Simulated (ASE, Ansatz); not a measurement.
## Relaxing Pd/Pt superlattice along [111] (96 atoms)

Wanted: the relaxed structure of Pd/Pt superlattice along [111] (96 atoms) and its electronic structure.

Calculated with Ansatz 0.2.0; Kohn-Sham DFT, RPBE, PAW (set soft_2), plane waves.

This is a report of a sequence of runs, with most program output left out.

**1. Starting point**

The cell holds 96 atoms: 48 Pd and 48 Pt. Its edges and angles: a = 11.051 Å, b = 11.051 Å, c = 13.534 Å, α = 90.0°, β = 90.0°, γ = 120.0°. It derives from Pd and Pt. Fcc lattice with in-plane constant 3.907 Å; 1 period of Pd and 1 of Pt along [111], 4 x 4 in-plane cells; the two parts stretched along z by 0.9926 and 1.0074; not relaxed, displaced by a Gaussian of 0.02 Å. Regions: Pd, 48 atoms (48 Pd); Pt, 48 atoms (48 Pt).

Limits known from the start: The host structure and its lattice constant were typed by rule, without a check against the phase diagram. The levels lack spin–orbit coupling, which is large for the heavy elements here.

**2. Single point at the start**

A single point comes first, to see the forces before anything moves.

input.yaml reads:

```yaml
crystal:
  lattice:
    - [11.05066, 0.0, 0.0]
    - [-5.52533, 9.57016, 0.0]
    - [0.0, 0.0, 13.53425]
  atoms:
    - { symbol: Pd, position: [0.7481, 0.74924, 0.00387] }
    - { symbol: Pd, position: [0.83028, 0.91466, 0.16457] }
    - { symbol: Pd, position: [0.74662, 0.49842, 0.99934] }
    - { symbol: Pd, position: [0.83103, 0.66558, 0.16553] }
    - { symbol: Pd, position: [0.91879, 0.83179, 0.33025] }
    - { symbol: Pd, position: [0.75038, 0.25025, 0.00033] }
    - { symbol: Pd, position: [0.83028, 0.41406, 0.16447] }
    - { symbol: Pd, position: [0.91994, 0.58497, 0.32882] }
    - { symbol: Pd, position: [0.74646, 0.99646, 0.00201] }
    - { symbol: Pd, position: [0.83039, 0.16389, 0.16301] }
    - { symbol: Pd, position: [0.91701, 0.33451, 0.33198] }
    - { symbol: Pd, position: [0.91588, 0.07944, 0.32881] }
    - { symbol: Pd, position: [0.49777, 0.7464, 0.0022] }
    - { symbol: Pd, position: [0.58372, 0.91474, 0.16583] }
    - { symbol: Pd, position: [0.49723, 0.49972, 0.9994] }
    - { symbol: Pd, position: [0.58122, 0.6669, 0.16644] }
    - { symbol: Pd, position: [0.6683, 0.83298, 0.33037] }
    - { symbol: Pd, position: [0.49748, 0.24614, 0.00502] }
    - { symbol: Pd, position: [0.58438, 0.41815, 0.16622] }
    - { symbol: Pd, position: [0.66792, 0.58357, 0.33098] }
    - { symbol: Pt, position: [0.75016, 0.74685, 0.4958] }
    - { symbol: Pt, position: [0.83253, 0.91582, 0.66448] }
    - { symbol: Pd, position: [0.50456, 0.00453, 0.99929] }
    - { symbol: Pd, position: [0.58348, 0.16802, 0.1627] }
    - { symbol: Pd, position: [0.66918, 0.33435, 0.33355] }
    - { symbol: Pt, position: [0.74777, 0.50175, 0.49656] }
    - { symbol: Pt, position: [0.83439, 0.66562, 0.66335] }
    - { symbol: Pt, position: [0.91773, 0.83366, 0.83374] }
    - { symbol: Pd, position: [0.66546, 0.08091, 0.3298] }
    - { symbol: Pt, position: [0.74704, 0.24739, 0.49789] }
    - { symbol: Pt, position: [0.8327, 0.42026, 0.66348] }
    - { symbol: Pt, position: [0.91637, 0.58014, 0.83029] }
    - { symbol: Pt, position: [0.74961, 0.00208, 0.49607] }
    - { symbol: Pt, position: [0.83452, 0.16723, 0.66265] }
    - { symbol: Pt, position: [0.91833, 0.33531, 0.833] }
    - { symbol: Pt, position: [0.9167, 0.07941, 0.83203] }
    - { symbol: Pd, position: [0.25409, 0.75385, 0.9996] }
    - { symbol: Pd, position: [0.33039, 0.91558, 0.16437] }
    - { symbol: Pd, position: [0.24918, 0.49601, 0.00096] }
    - { symbol: Pd, position: [0.33069, 0.66404, 0.16312] }
    - { symbol: Pd, position: [0.41465, 0.83136, 0.3295] }
    - { symbol: Pd, position: [0.24898, 0.25095, 0.99986] }
    - { symbol: Pd, position: [0.32911, 0.41198, 0.16745] }
    - { symbol: Pd, position: [0.41665, 0.58232, 0.3302] }
    - { symbol: Pt, position: [0.49801, 0.7483, 0.49823] }
    - { symbol: Pt, position: [0.58359, 0.91526, 0.66558] }
    - { symbol: Pd, position: [0.25055, 0.99906, 0.99881] }
    - { symbol: Pd, position: [0.33274, 0.16828, 0.16314] }
    - { symbol: Pd, position: [0.41614, 0.33158, 0.33029] }
    - { symbol: Pt, position: [0.50028, 0.49896, 0.49751] }
    - { symbol: Pt, position: [0.58353, 0.66701, 0.66577] }
    - { symbol: Pt, position: [0.66686, 0.83194, 0.83334] }
    - { symbol: Pd, position: [0.41475, 0.08265, 0.33293] }
    - { symbol: Pt, position: [0.49887, 0.25283, 0.49681] }
    - { symbol: Pt, position: [0.581, 0.41636, 0.66559] }
    - { symbol: Pt, position: [0.66607, 0.58374, 0.83164] }
    - { symbol: Pt, position: [0.50242, 0.00096, 0.49767] }
    - { symbol: Pt, position: [0.58499, 0.16662, 0.66283] }
    - { symbol: Pt, position: [0.66422, 0.33446, 0.83163] }
    - { symbol: Pt, position: [0.66748, 0.08658, 0.83019] }
    - { symbol: Pd, position: [0.99973, 0.74846, 0.00157] }
    - { symbol: Pd, position: [0.08084, 0.91487, 0.16407] }
    - { symbol: Pd, position: [0.00062, 0.502, 0.99959] }
    - { symbol: Pd, position: [0.07992, 0.66639, 0.16627] }
    - { symbol: Pd, position: [0.17051, 0.8357, 0.32903] }
    - { symbol: Pd, position: [0.00102, 0.24902, 0.99703] }
    - { symbol: Pd, position: [0.08422, 0.41761, 0.16371] }
    - { symbol: Pd, position: [0.16495, 0.58125, 0.33161] }
    - { symbol: Pt, position: [0.25073, 0.74948, 0.49522] }
    - { symbol: Pt, position: [0.33342, 0.91495, 0.66305] }
    - { symbol: Pd, position: [0.00219, 0.00165, 0.99959] }
    - { symbol: Pd, position: [0.08411, 0.16391, 0.16633] }
    - { symbol: Pd, position: [0.16981, 0.33522, 0.32979] }
    - { symbol: Pt, position: [0.24999, 0.50142, 0.49687] }
    - { symbol: Pt, position: [0.33464, 0.66708, 0.66565] }
    - { symbol: Pt, position: [0.41584, 0.83231, 0.83278] }
    - { symbol: Pd, position: [0.16875, 0.08622, 0.3324] }
    - { symbol: Pt, position: [0.24764, 0.25075, 0.49514] }
    [... 12 atom lines left out ...]
    - { symbol: Pt, position: [0.083, 0.4182, 0.65951] }
    - { symbol: Pt, position: [0.16434, 0.58399, 0.83146] }
    - { symbol: Pt, position: [0.00018, 0.99986, 0.5006] }
    - { symbol: Pt, position: [0.08306, 0.16441, 0.66355] }
    - { symbol: Pt, position: [0.16374, 0.33569, 0.83504] }
    - { symbol: Pt, position: [0.1679, 0.0844, 0.83239] }
kpoints:
  mp_grid: { grid: [2, 2, 1] }
hamiltonian:
  xc: rpbe
scf:
  occupations: { method: methfessel_paxton, width: 0.15 }
output:
  forces: true
  stress: true
  populations: intrinsic
  dos:
    method: { smearing: { sigma: 0.15 } }
    de: 0.1
    projected:
      site_lists:
        Pd: [0, 1, 2, 3, 4, 5, 6, 7, 8, 9, 10, 11, 12, 13, 14, 15, 16, 17, 18, 19, 22, 23, 24, 28, 36, 37, 38, 39, 40, 41, 42, 43, 46, 47, 48, 52, 60, 61, 62, 63, 64, 65, 66, 67, 70, 71, 72, 76]
        Pt: [20, 21, 25, 26, 27, 29, 30, 31, 32, 33, 34, 35, 44, 45, 49, 50, 51, 53, 54, 55, 56, 57, 58, 59, 68, 69, 73, 74, 75, 77, 78, 79, 80, 81, 82, 83, 84, 85, 86, 87, 88, 89, 90, 91, 92, 93, 94, 95]
  eigenvalues: true
```

The run is started by

```
$ ansatz run input.yaml --threads 32 --pin off --max-ram 143360MiB --backend cuda --events-out ev --progress --plain --runs-dir out
```

The job ended after 5.5 s (1 × NVIDIA GB200 with 32 threads of Arm Neoverse V2, shared host; peak memory 3.3 GiB; 18 s of CPU time).

That memory is the host's; the program planned up to 27.2 GiB on the GPU. Forces of this run were stored rounded, and per-atom blocks of the log weren't kept.

Numbers from this run:

| Property | Result |
| --- | --- |
| free energy | -936826.8499 eV |
| free energy per atom | -9758.6130 eV/atom |
| SCF cycles | 9 |
| pressure | 13.9 GPa |
| r.m.s. force component | 0.2653 eV/Å |
| longest force | 1.046 eV/Å |
| Fermi energy | 21.7 eV |
| levels partly filled by over 2 per cent | 107 |

The r.m.s. force component of 0.27 eV/Å and the pressure of 14 GPa set the starting point.

Length of the force by element:

```csv
element,coordination,atoms,mean length of the force (eV/Å),spread,least,most
Pd,all,48,0.397,0.173,0.104,1.05
Pt,all,48,0.450,0.180,0.121,0.858
```

**3. Cell and atoms relaxed**

Cell and atoms are freed together, to release stress as well as forces.

input.yaml, the sections that differ from step 2:

```yaml
output:
  forces: true
relax:
  f_tol: 0.05
  max_steps: 200
  cell: {}
# crystal, kpoints, hamiltonian, scf: as in step 2
```

Run time: 13 s. Hardware: 1 × NVIDIA GB200 with 32 threads; peak memory 1.7 GiB.

That memory is the host's; the program planned up to 26.3 GiB on the GPU.

The program notes that the band table was not solved further than the SCF left it.

Relaxation path:

```csv
step,energy less that of the first step (eV),largest force component (eV/Å),pressure (GPa),volume (Å³)
1,0.0000,0.9074,13.90,1431.34
2,0.5885,0.2601,-11.43,1640.47
3,-3.8917,0.2040,3.54,1496.81
4,-4.0856,0.0368,-0.07,1525.66
5,-4.2534,0.0094,0.04,1523.57
6,-4.2580,0.0019,0.02,1523.64
7*,-4.2961,0.0019,-0.02,1523.64
```

Relaxation steps marked * repeat the geometry before them on a plane-wave basis chosen anew for their cell, so energy and pressure can jump there. Relaxation step 2 was tried and not accepted.

```csv
cell as run,before,after,change
a (Å),11.051,11.253,+1.8 %
b (Å),11.051,11.245,+1.8 %
c (Å),13.534,13.901,+2.7 %
α (°),90.00,90.01,+0.0 %
β (°),90.00,90.17,+0.2 %
γ (°),120.00,119.98,-0.0 %
volume (Å³/atom),14.91,15.87,+6.4 %
```

The atoms that moved most (Å, as changes of fractional coordinates times the final cell):

```csv
atom,dx,dy,dz,length
Pd18,-0.005,0.025,-0.098,0.101
Pd1,0.005,-0.005,-0.082,0.082
Pt91,0.011,-0.019,0.075,0.078
Pd23,-0.037,-0.057,-0.018,0.070
Pt95,0.034,-0.036,-0.047,0.068
Pd37,-0.036,-0.050,-0.022,0.066
Pd13,-0.007,0.022,-0.059,0.063
Pd9,0.008,0.022,-0.056,0.061
```

The relaxation changed the energy by -44.8 meV/atom, and atoms moved by 0.04 Å r.m.s., 0.10 Å at most.

**4. Local order after relaxation**

Bonds before and after, by the cutoffs listed below:

```csv
pair,bonds before,bonds after,mean before (Å),mean after (Å),spread before (Å),spread after (Å)
Pd-Pd,240,240,2.756,2.820,0.030,0.010
Pd-Pt,96,96,2.770,2.826,0.030,0.004
Pt-Pt,240,240,2.767,2.820,0.028,0.010
```

Density 15.8 g/cm³, 15.87 Å³ an atom.

g(r), total and by pair (bins of 0.2 Å):

```csv
r (Å),total,Pd-Pd,Pd-Pt,Pt-Pt
2.80,9.50,15.85,3.17,15.85
3.00,0.00,0.00,0.00,0.00
3.20,0.00,0.00,0.00,0.00
3.40,0.00,0.00,0.00,0.00
3.60,0.00,0.00,0.00,0.00
3.80,0.00,0.00,0.00,0.00
4.00,2.40,3.19,1.60,3.20
4.20,0.00,0.00,0.00,0.00
4.40,0.00,0.00,0.00,0.00
4.60,0.00,0.00,0.00,0.00
4.80,4.71,7.45,2.48,6.40
5.00,1.64,1.04,1.74,2.04
5.20,0.00,0.00,0.00,0.00
5.40,0.00,0.00,0.00,0.00
5.60,2.38,3.18,1.58,3.19
5.80,0.00,0.00,0.00,0.00
6.00,0.00,0.00,0.00,0.00
6.20,1.57,1.71,1.44,1.71
6.40,2.24,2.10,2.38,2.10
6.60,0.00,0.00,0.00,0.00
6.80,0.62,1.07,0.36,0.71
7.00,0.44,0.00,0.69,0.35
7.20,0.00,0.00,0.00,0.00
7.40,4.78,5.50,4.23,5.20
7.60,0.67,0.00,1.19,0.30
7.80,0.00,0.00,0.00,0.00
```

Neighbours by pair of elements; one cutoff, the widest of the pairs' first minima of g(r), serves all pairs of this metal:

```csv
pair A-B,cutoff (Å),bonds,mean length (Å),spread (Å),shortest (Å),B about A,A about B
Pd-Pd,3.23,240,2.82,0.01,2.81,10,10
Pd-Pt,3.23,96,2.83,0.004,2.82,2,2
Pt-Pt,3.23,240,2.82,0.01,2.81,10,10
```

How many atoms have how many bonded neighbours:

```csv
element,mean,12
Pd,12,48
Pt,12,48
```

By these cutoffs all Pd atoms have 12 and all Pt atoms have 12 bonded neighbours.

**5. Single point at the relaxed geometry**

One more single point at the end of the walk gives the fuller output and checks the residual forces.

input.yaml reads:

```yaml
crystal:
  lattice:
    - [11.25301, 0.00399, -0.01681]
    - [-5.62305, 9.73831, -0.00132]
    - [-0.02058, -0.01375, 13.90088]
  atoms:
    - { symbol: Pd, position: [0.7483, 0.74869, 0.998] }
    - { symbol: Pd, position: [0.83299, 0.91621, 0.16491] }
    - { symbol: Pd, position: [0.74829, 0.4987, 0.99798] }
    - { symbol: Pd, position: [0.83299, 0.66621, 0.16491] }
    [... 86 atom lines left out ...]
    - { symbol: Pt, position: [0.08297, 0.41621, 0.6649] }
    - { symbol: Pt, position: [0.16497, 0.58203, 0.83163] }
    - { symbol: Pt, position: [0.00105, 0.0004, 0.49817] }
    - { symbol: Pt, position: [0.08299, 0.1662, 0.6649] }
    - { symbol: Pt, position: [0.16494, 0.33203, 0.83163] }
    - { symbol: Pt, position: [0.16495, 0.08202, 0.83164] }
kpoints:
  mp_grid: { grid: [2, 2, 1] }
hamiltonian:
  xc: rpbe
scf:
  occupations: { method: methfessel_paxton, width: 0.15 }
output:
  forces: true
  stress: true
  populations: true
  dos:
    method: { smearing: { sigma: 0.08 } }
    de: 0.1
    projected:
      site_lists:
        Pd: [0, 1, 2, 3, 4, 5, 6, 7, 8, 9, 10, 11, 12, 13, 14, 15, 16, 17, 18, 19, 22, 23, 24, 28, 36, 37, 38, 39, 40, 41, 42, 43, 46, 47, 48, 52, 60, 61, 62, 63, 64, 65, 66, 67, 70, 71, 72, 76]
        Pt: [20, 21, 25, 26, 27, 29, 30, 31, 32, 33, 34, 35, 44, 45, 49, 50, 51, 53, 54, 55, 56, 57, 58, 59, 68, 69, 73, 74, 75, 77, 78, 79, 80, 81, 82, 83, 84, 85, 86, 87, 88, 89, 90, 91, 92, 93, 94, 95]
  eigenvalues: true
  write_density: true
  write_potential: true
  volumetric_format: npy
  elf: true
```

Elapsed: 4 s, on 1 × NVIDIA GB200 with 32 threads; peak memory 3.3 GiB.

That memory is the host's; the program planned up to 28.3 GiB on the GPU.

The program notes that the atoms just miss a symmetry operation.

Read from the output:

* free energy: -936831.1460 eV
* free energy per atom: -9758.6578 eV/atom
* SCF cycles: 9
* pressure: -0.02076 GPa
* r.m.s. force component: 0.00093 eV/Å
* longest force: 0.00338 eV/Å
* Fermi energy: 19.96 eV
* levels partly filled by over 2 per cent: 110
* spilling of the projection: 0.01806

By region:

```csv
region,atoms,mean length of the force (eV/Å)
Pd,48,0.001
Pt,48,0.002
```

Density of states as counts of states in windows of 1 eV (from the Fermi level), total and some projections:

```csv
from (eV),to (eV),total,Pd d,Pt d,Pt s
-18,-10,0.0,0.0,0.0,0.0
-10,-9,0.4,0.0,0.0,0.4
-9,-8,3.1,0.0,0.0,3.0
-8,-7,9.6,0.1,0.8,8.4
-7,-6,27.4,0.9,13.2,12.3
-6,-5,74.3,5.1,55.2,9.4
-5,-4,142.1,65.1,67.7,3.1
-4,-3,167.1,78.0,80.7,3.7
-3,-2,207.1,118.5,77.0,3.8
-2,-1,144.1,80.1,56.4,2.5
-1,0,189.0,101.8,78.9,3.6
0,1,61.1,21.4,29.9,2.1
1,2,21.6,2.2,6.0,4.9
2,3,39.3,3.0,5.7,7.9
3,4,12.1,0.5,0.9,1.7
4,5,26.1,0.6,1.6,5.4
```

The curve was stored every 0.10 eV, coarse against its broadening of 0.08 eV, so these counts are rough.

The stored curve holds about 964 of the 1728 electrons; the rest, give or take the few that broadening carries across the Fermi level, lie in deeper levels below its range.

Not all projections were asked for or kept, so they needn't add up to the total.

The levels nearest the highest filled one (over half full), pooled over k-points and spins:

```csv
level less the highest filled one (eV),occupation
-0.0012,1.01
-0.0012,1.01
-0.001,1.01
-0.001,1.01
0,1.00
0,1
3.0e-4,0.996
0.0013,0.985
0.0013,0.985
0.0174,0.806
0.0174,0.806
0.0185,0.793
```

Planar average of the electrostatic potential energy along the normal, with the Fermi level as zero, after a running mean with a triangular window 4 Å wide at its base:

```csv
height (Å),potential energy (eV)
0.0,-7.94
0.4,-7.71
0.7,-7.64
1.2,-7.59
1.6,-7.61
2.0,-7.66
2.3,-7.67
2.8,-7.64
3.2,-7.60
3.5,-7.59
3.9,-7.65
4.3,-7.79
4.8,-8.09
5.1,-8.39
5.5,-8.98
5.9,-9.68
6.2,-10.16
6.7,-10.77
7.1,-11.11
7.5,-11.18
7.8,-11.18
8.3,-11.19
8.7,-11.25
9.0,-11.29
9.4,-11.30
9.8,-11.25
10.3,-11.19
10.6,-11.18
11.0,-11.18
11.4,-11.09
11.7,-10.87
12.2,-10.32
12.6,-9.60
13.0,-8.90
13.3,-8.50
13.8,-8.05
```

Local excerpt of 13 atoms (numbers count through the whole input) about Pd25, picked at random; x, y, z are measured from there.

```csv
atom,x,y,z,distance (Å),bonds
Pd25,0.00,0.00,0.00,0.00,12
Pd20,-1.41,2.43,0.00,2.81,12
Pd29,1.41,-2.43,0.00,2.81,12
Pd53,-1.41,-2.44,0.00,2.81,12
Pd8,1.41,2.44,0.00,2.81,12
Pd49,-2.81,0.00,0.00,2.81,12
Pd11,2.81,0.00,0.00,2.81,12
Pt26,0.00,1.62,2.31,2.82,12
Pt30,1.40,-0.81,2.31,2.82,12
Pd7,1.40,0.81,-2.32,2.83,12
Pt54,-1.41,-0.81,2.32,2.83,12
Pd19,-1.41,0.81,-2.32,2.83,12
Pd24,-0.01,-1.63,-2.32,2.83,12
```

The column of bonds counts only the pairs Pd-Pd within 3.23 Å, Pd-Pt within 3.23 Å, Pt-Pt within 3.23 Å; other neighbours, such as metal atoms beside each other in a compound, aren't counted, and periodic images can show an atom twice.

**6. Summary of results**

```yaml
energy_change_in_the_relaxation: -44.75 meV/atom
r_m_s_displacement: 0.04 Å
largest_displacement: 0.101 Å
free_energy_per_atom: -9758.6578 eV/atom
density: 15.77 g/cm³
pressure: -0.02076 GPa
r_m_s_force_component: 0.00093 eV/Å
wall_time_of_the_3_dft_runs: 22 s
```

Relaxation lowers the energy by 44.8 meV/atom and moves atoms by 0.04 Å r.m.s.; the r.m.s. force component goes from 0.27 to 9.3e-4 eV/Å, the pressure goes from 14 to -0.021 GPa. Displacements are taken in the final cell, so they leave out its strain. By the final cutoffs no bond was broken or made. The r.m.s. move is of the size of the random displacements put into the start (0.035 Å r.m.s. in three dimensions). The cell grew by 6.4 % in volume. First to last step the energy falls by 4.296 eV, across changes of basis; the largest move, 0.10 Å, is that of Pd18. Judged within 0.08 Å, the space group went from P1 to P-3m1. The Pd-Pd bonds go from 2.756 Å (spread 0.030) to 2.820 Å (spread 0.010). Counting bonds as in the table, all Pd atoms have 12 and all Pt atoms have 12 bonded neighbours. 110 levels are partly filled, by over 2 % (on the run's k-points), as in a metal.

[Logs are printed without paths, hosts, clocks, repeated set-up lines and the standing remarks that a program may print on its own settings, such as how far it seeks lower states.]

[Hosts, paths, dates, database ids (printed as entryN), source tags and the programs' standing remarks are cut or masked in the printed files.]
